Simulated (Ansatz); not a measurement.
The system is Ru.

```xyz
2
Lattice="2.7058 0.0000 0.0000 -1.3529 2.3433 0.0000 0.0000 0.0000 4.2819" Properties=species:S:1:pos:R:3 pbc="T T T"
Ru    1.3529    0.7811    3.2114
Ru    0.0000    1.5622    1.0705
```

Base run:

| Quantity | Value |
| --- | --- |
| Program | Ansatz 0.2.0 |
| Functional | PBE |
| Potentials or basis | Ansatz PAW |
| Cutoff | 420 eV (not typed: the program's choice for these potentials) |
| k mesh | 8 × 8 × 5 |
| Occupations | fermi-dirac, width 0.05 eV |
| Spin | spin-orbit coupling, no magnetisation |

Its results: band gap on the k mesh none (metal or under the smearing width); pressure 4.2 GPa.

The run is repeated on the same cell with these changes: functional from PBE to PBEsol. What comes out?

Band gap on the k mesh none (metal or under the smearing width); pressure -6.6 GPa.

PBEsol binds more tightly than PBE, so the same cell stands under less pressure.

Caveats: the PAW data sets come from PBE, with cores solved anew for the run's functional, which leaves a small shift of forces and pressure (some runs).
